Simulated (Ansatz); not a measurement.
Runs of Ansatz 0.2.0 on V. It takes space group Im-3m (No. 229, cubic). Conventional cell: a = 3.029 Å, b = 3.029 Å, c = 3.029 Å, α = 90.00°, β = 90.00°, γ = 90.00°. V (site symmetry m-3m) has 8 V at 2.62 Å as nearest neighbours. 

| task | level | cell | k mesh | cutoff (eV) | pressure (GPa) | moment (μB) | relaxed volume (Å³/atom) |
| --- | --- | --- | --- | --- | --- | --- | --- |
| relaxation of cell and atoms | RPBE | relaxed | 12 × 12 × 12 | - | 0.0 | 0.00 | (b) |
| elastic constants | PBEsol | as given | 9 × 9 × 9 | 276 | -12.2 | (a) | - |
| relaxation of cell and atoms | RPBE+D4 | relaxed | 12 × 12 × 12 | - | 0.0 | 0.00 | 13.25 |
| band structure | revPBE | as given | 12 × 12 × 12 | 258 | -2.4 | 0.00 | - |

Alike in all rows: potentials or basis all-electron LAPW, scalar-relativistic; spin collinear, ferromagnetic start; smearing fermi-dirac 0.05 eV; basis error allowed 0.001 eV/atom.

Problem. Fill in the values left out.

Solution. (a) 0.14; (b) 13.78.

Caveats: the starting moments weren't kept (some runs); the k mesh is thin for a metal, which can move the energy by tens of meV per atom (some runs); a metal's response needs a denser mesh (some runs); the cell is more than 3 GPa from zero pressure, which shifts response properties (some runs); the program listed the state as in doubt (some runs); the elastic tensor has a negative eigenvalue, so either the cell is unstable as it stands or the mesh is too thin (some runs).

Runs at the PBE level aren't shown here.
